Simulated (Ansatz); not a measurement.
Level of theory: Ansatz 0.2.0, DFT PBE, scalar-relativistic, plane waves, PAW. Settings: cutoff 420 eV, Γ-centred meshes spaced at most about 0.3 Å⁻¹, and about 0.25 Å⁻¹ or finer for metals (2π included), Gaussian smearing. No spin polarisation.

Temperature and zero-point effects are left out.

Two relaxed structures of AlRu5:

A. Space group P4/mmm (No. 123), tetragonal, a = 2.746 Å, c = 10.995 Å. Al has 8 Ru at 2.64 Å and 4 Al at 2.75 Å; Ru on a site of symmetry 4mm is surrounded by 4 Al at 2.64 Å and 8 Ru at 2.65–2.75 Å; Ru on a second site of symmetry 4mm is surrounded by 12 Ru at 2.65–2.75 Å; Ru on a site of symmetry 4/mmm is surrounded by 12 Ru at 2.72–2.75 Å.

B. Space group P-6m2 (No. 187), hexagonal, a = 2.750 Å, c = 12.673 Å. Al has 6 Ru at 2.63 Å and 6 Al at 2.75 Å; Ru on a site of symmetry 3m has 3 Al at 2.63 Å and 9 Ru at 2.65–2.75 Å; around Ru on a second site of symmetry 3m lie 12 Ru at 2.65–2.75 Å; Ru on a site of symmetry -6m2 is surrounded by 12 Ru at 2.65–2.75 Å.

Question: Which form is favoured at zero pressure, and by what margin per atom?

Answer: B is lower, by 39 meV/atom. A has Al and Ru ordered on fcc sites, space group P4/mmm (No. 123), 13.8 Å³/atom and no gap on its mesh; B has Al and Ru ordered on hcp sites, space group P-6m2 (No. 187), 13.8 Å³/atom and no gap. Both come from invented guesses.

Cells relaxed within their symmetry can be saddle points.

The hexagonal form B lies 39 meV/atom below A, although both occupy 13.8 Å³/atom, so packing density does not explain the preference. The likely origin is the Ru-rich d band: at the band filling typical of group 8 metals, hcp stacking gives a lower band energy than fcc, and elemental Ru is itself hcp. Al, an fcc metal with no valence d electrons, probably weakens this preference without reversing it.

Local chemistry would point the other way. Al has 8 short Ru contacts in A but only 6 in B, and Al–Ru bonding, strengthened by hybridisation between Al sp and Ru d states, is generally favourable. This suggests that the host's stacking preference outweighs the loss of mixed contacts. Because the two cells differ in the orientation of their Al layers as well as in stacking, the energy difference is not a pure fcc–hcp stacking energy. Nor does the ordering of A and B establish that AlRu5 resists separation into Ru and a more Al-rich aluminide.
